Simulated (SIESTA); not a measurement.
MoS2: band structure with AM05

The system is MoS2, a slab with vacuum.

```
Mo S
1.0
     3.18454    0.00000    0.00000
    -1.59227    2.75789    0.00000
     0.00000    0.00000   21.67053
Mo S
2 4
Direct
  0.33333 0.66667 0.85116
  0.66667 0.33333 0.14884
  0.66667 0.33333 0.77963
  0.33333 0.66667 0.07725
  0.66667 0.33333 0.92275
  0.33333 0.66667 0.22037
```

```
Program             : SIESTA 5.4.2
Task                : band structure
Functional          : AM05
Potentials or basis : PseudoDojo 0.4 standard (PBEsol files)
Basis               : DZP (energy shift 0.003 Ry; two zetas on semicore shells)
Grid cutoff         : 800 Ry
Energy shift        : 0.003 Ry
k mesh              : 10 × 10 × 2
Occupations         : fermi-dirac, width 0.05 eV
Spin                : no spin polarisation
```

| Quantity | Value |
| --- | --- |
| Largest force | 0.194 eV/Å |
| Band gap on the k mesh | 1.38 eV, indirect (least direct gap 1.92 eV) |
| Band gap along the path | 1.25 eV, indirect (least direct gap 1.67 eV) |

Forces on the atoms (eV/Å):
```
Mo   0.000  0.000  0.014
Mo   0.000  0.000 -0.014
S    0.000  0.000 -0.194
S    0.000  0.000 -0.184
S    0.000  0.000  0.184
S    0.000  0.000  0.194
```

Stress tensor (GPa, compression positive):
```
-1.05  0.00  0.00
 0.00 -1.05  0.00
 0.00  0.00  0.97
```

Levels at the corners of the path, in eV from the valence-band top:
| point | band 22 | band 23 | band 24 | band 25 | band 26 | band 27 | band 28 | band 29 | band 30 | band 31 |
| --- | --- | --- | --- | --- | --- | --- | --- | --- | --- | --- |
| Γ | -1.96 | -1.96 | -1.63 | -0.47 | 0.00 | 2.49 | 2.49 | 2.50 | 2.50 | 2.68 |
| M | -2.17 | -1.41 | -1.36 | -1.07 | -1.04 | 1.81 | 1.82 | 2.31 | 2.40 | 3.56 |
| K | -3.29 | -2.50 | -2.50 | -0.47 | -0.42 | 1.25 | 1.25 | 2.54 | 2.89 | 3.19 |
| Γ | -1.96 | -1.96 | -1.63 | -0.47 | 0.00 | 2.49 | 2.49 | 2.50 | 2.50 | 2.68 |
| A | -1.96 | -1.96 | -1.63 | -0.47 | 0.00 | 2.49 | 2.49 | 2.50 | 2.50 | 2.68 |
| L | -2.17 | -1.41 | -1.36 | -1.07 | -1.04 | 1.81 | 1.82 | 2.31 | 2.40 | 3.56 |
| H | -3.29 | -2.50 | -2.50 | -0.47 | -0.42 | 1.25 | 1.25 | 2.54 | 2.89 | 3.19 |
| A | -1.96 | -1.96 | -1.63 | -0.47 | 0.00 | 2.49 | 2.49 | 2.50 | 2.50 | 2.68 |
| L | -2.17 | -1.41 | -1.36 | -1.07 | -1.04 | 1.81 | 1.82 | 2.31 | 2.40 | 3.56 |
| M | -2.17 | -1.41 | -1.36 | -1.07 | -1.04 | 1.81 | 1.82 | 2.31 | 2.40 | 3.56 |
| K | -3.29 | -2.50 | -2.50 | -0.47 | -0.42 | 1.25 | 1.25 | 2.54 | 2.89 | 3.19 |
| H | -3.29 | -2.50 | -2.50 | -0.47 | -0.42 | 1.25 | 1.25 | 2.54 | 2.89 | 3.19 |

It took 94 s on 1 thread of Arm Neoverse V2 (shared host), peak memory 0.54 GiB.

Caveat: the potentials were made for another functional, which shifts forces and pressure; the basis of atomic orbitals isn't converged, which shifts pressures, moduli and gaps. AM05 gaps usually lie below the measured ones, often by a third to a half.
